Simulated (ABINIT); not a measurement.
Write the native input for ABINIT 10.8.3 (patched build) that does the following.

```
Task                : single point
Functional          : PBEsol
Potentials or basis : PseudoDojo NC SR PBEsol v0.4.1 standard
Cutoff              : 1306 eV
k mesh              : 11 × 11 × 11
Occupations         : fermi-dirac, width 0.05 eV
Spin                : collinear spin, ferromagnetic start
Starting moments    : [5.0, 0.0] μB
```

The system is CoO.

```
Co O
1.0
     0.00000    2.13150    2.13150
     2.13150    0.00000    2.13150
     2.13150    2.13150    0.00000
Co O
1 1
Direct
  0.00000 0.00000 0.00000
  0.50000 0.50000 0.50000
```

One way to write it, as run:

run.abi

```
# Pseudopotentials
pp_dirpath "./"
pseudos "Co.upf, O.upf"

# Structure
acell 5.6963832646 5.6963832646 5.6963832646
rprim
     0.0000000000     0.7071067812     0.7071067812
     0.7071067812     0.0000000000     0.7071067812
     0.7071067812     0.7071067812     0.0000000000
ntypat 2
znucl 27 8
natom 2
typat 1 2
xcart
     0.0000000000     0.0000000000     0.0000000000
     4.0279512346     4.0279512346     4.0279512346

# Plane-wave basis
ecut 48.0

# k points
kptopt 1
ngkpt 11 11 11
nshiftk 1
shiftk 0.0 0.0 0.0

# Exchange and correlation
ixc -116133

# Bands and occupations
nband 16
occopt 3
tsmear 0.00183747

# Spin
nsppol 2
spinat
     0.0000000000     0.0000000000     5.0000000000
     0.0000000000     0.0000000000     0.0000000000

# SCF cycle
nstep 100
tolvrs 1.0e-10

# Output
iomode 3
prtwf 0
prtden 0
prteig 0
prtebands 0
enunit 1
```

Potentials or basis: PseudoDojo NC SR PBEsol v0.4.1 standard.

Launch:

```bash
$ abinit run.abi > log 2>&1
```

It gave:

| Property | Result |
| --- | --- |
| Pressure | -11.1 GPa |
| Band gap on the k mesh | none (metal or under the smearing width) |
| Net moment | 2.98 μB per cell |
| Site moments | Co +2.58; O +0.37 μB |
| Valence electrons inside the program's atomic spheres | Co 15.02; O 6.18 |

Caveat: a cell with one magnetic atom can't hold antiferromagnetic order, which such compounds often take; semilocal functionals often make such compounds metallic where correlation or magnetic order opens a gap, which also shifts bond lengths.

Wall time 3 min on 1 thread of Intel(R) Xeon(R) Platinum 8259CL CPU @ 2.50GHz (Skylake/Cascade Lake), with other jobs on the host, peak memory 0.13 GiB.
